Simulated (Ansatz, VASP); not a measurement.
## CsPbBr3 in VASP and in Ansatz

```
CELL_PARAMETERS angstrom
5.87000 0.00000 0.00000
0.00000 5.87000 0.00000
0.00000 0.00000 5.87000
ATOMIC_POSITIONS crystal
Pb 0.50000 0.50000 0.50000
Cs 0.00000 0.00000 0.00000
Br 0.50000 0.50000 0.00000
Br 0.50000 0.00000 0.50000
Br 0.00000 0.50000 0.50000
```

Measurements of this composition are mostly on another form, of space group No. 62.

Alike in both runs: task relaxation of cell and atoms; functional PBEsol; k mesh 4 × 4 × 4; occupations fermi-dirac, width 0.05 eV; no spin polarisation.

|  | VASP | Ansatz |
| --- | --- | --- |
| version | VASP 6.6.1 | Ansatz 0.2.0 |
| potentials or method | VASP PAW PBE potentials, release 64 (Pb_d, Cs_sv, Br) | Ansatz PAW |
| plane-wave cutoff (eV) | 600 | 420 |
| valence electrons in the cell | 44 | 44 |

Ansatz gave:

```
gap on the k mesh at the Fermi level, each at its own relaxed structure (eV) : 1.44
relaxed volume (Å³/atom)                                                     : 40.69
relaxed cell length with the largest relative difference (Å)                 : 5.882
```

Q: What did VASP give for the same quantities?

A: gap on the k mesh at the Fermi level, each at its own relaxed structure (eV): 1.45; relaxed volume (Å³/atom): 40.72; relaxed cell length with the largest relative difference (Å): 5.883.

Caveats: spin-orbit coupling is left out, which as a rule narrows the gap of such compounds by several tenths of an eV; the PAW data sets were made with another functional, which shifts forces and pressure a little (VASP); the plane-wave basis is chosen anew once the cell has moved, so the energies of steps on either side of that aren't comparable (Ansatz); the PAW data sets come from PBE, with cores solved anew for the run's functional, which leaves a small shift of forces and pressure (Ansatz). A k mesh can miss the band edges. Zero-point motion and thermal expansion aren't in these numbers.
